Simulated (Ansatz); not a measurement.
Crystal: Ge.

```
Ge
1.0
     0.00000    2.82891    2.82891
     2.82891    0.00000    2.82891
     2.82891    2.82891    0.00000
Ge
2
Direct
  0.75000 0.75000 0.75000
  0.50000 0.50000 0.50000
```

Program: Ansatz 0.2.0. Alike in all runs: task band structure; cell as given; smearing fermi-dirac 0.05 eV; basis error allowed 0.001 eV/atom.

**Question.** Order these runs on this cell by their pressure, lowest first.
A. level LDA; potentials or basis all-electron LAPW, relativistic spinors; spin SOC, no magnetisation; k mesh 6 × 6 × 6; cutoff (eV) 317
B. level PBEsol; potentials or basis all-electron LAPW, relativistic spinors; spin SOC, no magnetisation; k mesh 6 × 6 × 6; cutoff (eV) 317
C. level RPBE; potentials or basis all-electron LAPW, scalar-relativistic; spin off; k mesh 8 × 8 × 8; cutoff (eV) 316

**Answer.** A (-1.1 GPa), B (0.7 GPa), C (5.4 GPa).

Caveats: the k mesh is thin for a metal, which can move the energy by tens of meV per atom (some runs).

Runs at the PBE level aren't shown here.
